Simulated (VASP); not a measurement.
# Si (Fd-3m) in VASP: a series of runs, part 2 of 2

VASP 6.6.1. Earlier steps stand in the parts before.

### 3 Relaxation of cell and atoms, PBE+D3(BJ), target pressure 7.75 GPa, at which the enthalpy is minimised

This run uses another cell than the first one, of 19.98 Å³/atom, 1.077 times its volume.

INCAR reads:

```
SYSTEM = Si
PREC     = Accurate       ! precision mode
ENCUT    = 600            ! plane-wave cutoff, eV
EDIFF    = 1E-7           ! SCF threshold, eV
ISMEAR   = 0              ! smearing method
SIGMA    = 0.02           ! smearing width, eV
LREAL    = .False.        ! projectors in reciprocal space
LASPH    = .True.         ! aspherical terms in the spheres
NELM     = 100            ! most SCF steps
ALGO     = Fast           ! electronic algorithm
ISIF     = 3              ! what is computed and relaxed
LWAVE    = .False.        ! write WAVECAR
LCHARG   = .False.        ! write CHGCAR
GGA      = PE             ! functional
IVDW     = 12             ! dispersion correction
IBRION   = 2              ! ionic algorithm
NSW      = 100            ! ionic steps
EDIFFG   = -0.002         ! ionic threshold
PSTRESS  = 77.5
```

KPOINTS reads:

```
regular mesh
0
Gamma
  10 10 10
  0 0 0
```

POSCAR reads:

```
Si
1.0
    0.0000000000      2.7135600000      2.7135600000
    2.7135600000      0.0000000000      2.7135600000
    2.7135600000      2.7135600000      0.0000000000
Si
2
Direct
    0.7500000000      0.7500000000      0.7500000000
    0.5000000000      0.5000000000      0.5000000000
```

Potentials or basis: VASP PAW PBE potentials, release 64 (Si).

On the command line:

```
$ cat potpaw_PBE.64/Si/POTCAR > POTCAR
$ mpirun -np 1 vasp_std > vasp.out
```

OUTCAR:

```text
SYSTEM = Si
   PREC = Accurate
   ENCUT = 600
   EDIFF = 1E-7
   ISMEAR = 0
   LREAL = .False.
   LASPH = .True.
   NELM = 100
   ISIF = 3
   GGA = PE
   IVDW = 12
   IBRION = 2
   NSW = 100
   EDIFFG = -0.002
   PSTRESS = 77.5
 IVDW          = 12

 ion  position               nearest neighbor table
   1  0.750  0.750  0.750-   2 2.35   2 2.35   2 2.35   2 2.35
   2  0.500  0.500  0.500-   1 2.35   1 2.35   1 2.35   1 2.35

  LATTYP: Found a face centered cubic cell.
 ALAT       =     5.4271200000

  Lattice vectors:

 A1 = (   0.0000000000,   2.7135600000,   2.7135600000)
 A2 = (   2.7135600000,   0.0000000000,   2.7135600000)
 A3 = (   2.7135600000,   2.7135600000,   0.0000000000)

Analysis of symmetry for initial positions (statically):
=====================================================================
 Subroutine PRICEL returns:
 Original cell was already a primitive cell.

 Routine SETGRP: Setting up the symmetry group for a
 face centered cubic supercell.

 Subroutine GETGRP returns: Found 48 space group operations
 (whereof 24 operations were pure point group operations)
 out of a pool of 48 trial point group operations.

The static configuration has the point symmetry T_d .
 The point group associated with its full space group is O_h .

Analysis of symmetry for dynamics (positions and initial velocities):
=====================================================================
 Subroutine PRICEL returns:
 Original cell was already a primitive cell.

 Routine SETGRP: Setting up the symmetry group for a
 face centered cubic supercell.

 Subroutine GETGRP returns: Found 48 space group operations
 (whereof 24 operations were pure point group operations)
 out of a pool of 48 trial point group operations.

The dynamic configuration has the point symmetry T_d .
 The point group associated with its full space group is O_h .

 Subroutine INISYM returns: Found 48 space group operations
 (whereof 24 operations are pure point group operations),
 and found     1 'primitive' translations

----------------------------------------------------------------------------------------

                                     Primitive cell
[... 107 lines left out ...]
   EFERMI_NEDOS =   21; number of points for ismear=-14 and -15
   IALGO  =     68    algorithm
   IMIX   =      4    mixing-type and parameters
     AMIX     =   0.40;   BMIX     =  1.00
     AMIX_MAG =   1.60;   BMIX_MAG =  1.00
  volume/ion in A,a.u.               =      19.98       134.84
  Fermi-wavevector in a.u.,A,eV,Ry     =   0.957684  1.809760 12.478691  0.917158
  Thomas-Fermi vector in A             =   2.086724
   LORBIT       =      0    0 simple, 1 ext, 2 COOP (PROOUT), +10 PAW based schemes
   GGA     = PE    functional components
   LHFCALC =     F    Hartree Fock is set to
   AEXX    =    0.0000 exact exchange contribution
   IVDW    =    12    specifies the selected vdW correction
   LEPSILON=     F    determine dielectric tensor
   LRPA    =     F    only Hartree local field effects (RPA)
 conjugate gradient relaxation of ions
 non-spin polarized calculation
 RMM-DIIS sequential band-by-band and
 Gauss-broadening in eV      SIGMA  =   0.02
  energy-cutoff  :      600.00
  volume of cell :       39.96
 maximum number of plane-waves:      1363
   NGX = 15   NGY = 15   NGZ = 15

--------------------------------------- Ionic step        1  -------------------------------------------

 number of electron       7.9999999 magnetization

 Free energy of the ion-electron system (eV)
  ---------------------------------------------------
  ext. energy  EPLUGINS =         0.00000000
  ---------------------------------------------------
  free energy    TOTEN  =       -10.84325946 eV

  energy without entropy =      -10.84325946  energy(sigma->0) =      -10.84325946

------------------------ aborting loop because EDIFF is reached ----------------------------------------

 Edisp (eV)   -0.62955

 E8    (eV) :    -0.2610
[... 33 lines left out ...]
--------------------------------------- Ionic step        2  -------------------------------------------

 number of electron       8.0000000 magnetization

 E-fermi :   7.5802     XC(G=0): -10.0156

 val. band max:        7.4757402527   @ k =   0.0000   0.0000   0.0000
 cond. band min:       7.7541358920   @ k =   0.4000   0.4000   0.0000
 fundamental gap:      0.2783956393
 Fermi energy:         7.5802059897

 k-point     1 :       0.0000    0.0000    0.0000
  band No.  band energies     occupation
      1      -5.5997      2.00000
      2       7.4757      2.00000
      3       7.4757      2.00000
      4       7.4757      2.00000
      5      10.0877      0.00000
      6      10.0877      0.00000
      7      10.0877      0.00000
      8      12.6891      0.00000
[... 420 lines left out ...]
--------------------------------------- Ionic step        6  -------------------------------------------

 number of electron       8.0000000 magnetization

 Free energy of the ion-electron system (eV)
  ---------------------------------------------------
  ext. energy  EPLUGINS =         0.00000000
  ---------------------------------------------------
  free energy    TOTEN  =       -10.73111373 eV

  energy without entropy =      -10.73111373  energy(sigma->0) =      -10.73111373

 E-fermi :   6.7263     XC(G=0):  -9.7150

 val. band max:        6.6377215454   @ k =   0.0000   0.0000   0.0000
 cond. band min:       7.0742462255   @ k =   0.4000   0.4000   0.0000
 fundamental gap:      0.4365246802
 Fermi energy:         6.7263396976

 k-point     1 :       0.0000    0.0000    0.0000
  band No.  band energies     occupation
      1      -5.8708      2.00000
      2       6.6377      2.00000
      3       6.6377      2.00000
      4       6.6377      2.00000
      5       9.2309      0.00000
      6       9.2309      0.00000
      7       9.2309      0.00000
      8      10.9285      0.00000
[... 290 lines left out ...]
  energy  without entropy=      -11.4107635610  energy(sigma->0) =      -11.41076356

  enthalpy is  TOTEN    =        -9.6181840054 eV   P V=        1.7925795556

 reached required accuracy - stopping structural energy minimisation
```

CONTCAR:

```text
Si
   1.00000000000000
     0.0000000000000000    2.6461783247023924    2.6461783247023924
     2.6461783247023924    0.0000000000000000    2.6461783247023924
     2.6461783247023924    2.6461783247023924    0.0000000000000000
  Si
     2
Direct
     0.7500000000000000    0.7500000000000000    0.7500000000000000
     0.5000000000000000    0.5000000000000000    0.5000000000000000

  0.00000000E+00  0.00000000E+00  0.00000000E+00
  0.00000000E+00  0.00000000E+00  0.00000000E+00
```

Run time: 30 s. Hardware: 1 thread of Intel Xeon 6975P-C (Granite Rapids), shared host; peak memory 0.19 GiB.

What came out:

```
Free energy                                            : -11.4108 eV
Relaxed volume                                         : 18.53 Å³/atom
Relaxed cell                                           : a = 3.742 Å, b = 3.742 Å, c = 3.742 Å, α = 60.00°, β = 60.00°, γ = 60.00°
Space group after relaxing (to 0.05 Å)                 : Fd-3m (No. 227)
Energy change on relaxing (the enthalpy is what falls) : +31.0 meV/atom
Ionic steps                                            : 6
Pressure after relaxing                                : 7.8 GPa
Band gap on the k mesh                                 : 0.44 eV, indirect (least direct gap 2.59 eV)
Dispersion energy per atom                             : -0.340 eV
```

The path:
```csv
step,energy change (eV),largest force (eV/Å),pressure (GPa),volume (Å³)
1,0.0000,0.0000,-0.36,39.96
2,0.2758,0.0000,18.60,34.39
3,0.0603,0.0000,7.64,37.10
4,0.0630,0.0000,7.83,37.04
5,0.0609,0.0000,7.68,37.08
6,0.0620,0.0000,7.76,37.06
```

Final structure:
```yaml
crystal:
  lattice:
    - [0.00000, 2.64618, 2.64618]
    - [2.64618, 0.00000, 2.64618]
    - [2.64618, 2.64618, 0.00000]
  atoms:
    - { symbol: Si, position: [0.75000, 0.75000, 0.75000] }
    - { symbol: Si, position: [0.50000, 0.50000, 0.50000] }
```

Levels at points of the mesh, in eV from the valence-band top:
```
           k point  band 1  band 2  band 3  band 4  band 5  band 6  band 7  band 8
(0.00, 0.00, 0.00)  -12.51    0.00    0.00    0.00    2.59    2.59    2.59    4.29
(0.50, 0.00, 0.00)   -9.97   -7.35   -1.26   -1.26    1.82    3.29    3.29    7.82
(0.50, 0.50, 0.00)   -8.07   -8.07   -3.06   -3.06    0.54    0.54   10.80   10.80
```

Caveat: the cell is relaxed towards a set pressure, so the enthalpy falls and the energy may rise.
